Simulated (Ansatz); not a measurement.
**ScAl: zone-centre modes**

Theory: DFT r2SCAN, scalar-relativistic, plane waves, PAW (Ansatz 0.2.0). The runs took a 500 eV cutoff, a Γ-centred 18×18×18 mesh and Gaussian smearing (0.15 eV). No spin polarisation.

The starting cell (relaxed at this level; it needn't be the usual structure):

```yaml
crystal:
  lattice:
    - [3.36910, 0.00000, 0.00000]
    - [0.00000, 3.36910, 0.00000]
    - [0.00000, 0.00000, 3.36910]
  atoms:
    - { symbol: Sc, position: [0.50000, 0.50000, 0.50000] }
    - { symbol: Al, position: [0.00000, 0.00000, 0.00000] }
```

Harmonic modes by finite displacements of 0.02 Å, without the LO–TO term.

(1) At this geometry, is the structure stable against these modes?

(2) List the wavenumbers in cm⁻¹.

## Answers

(1) Yes: no mode is imaginary beyond 10 cm⁻¹, and only the three translations lie near zero.

(2) 0, 0, 0, 294, 294, 294.

Cost: 1 run of about 1.8 core-minutes, on Oxide Virtual Turin-like Processor (Zen 5) (shared hosts).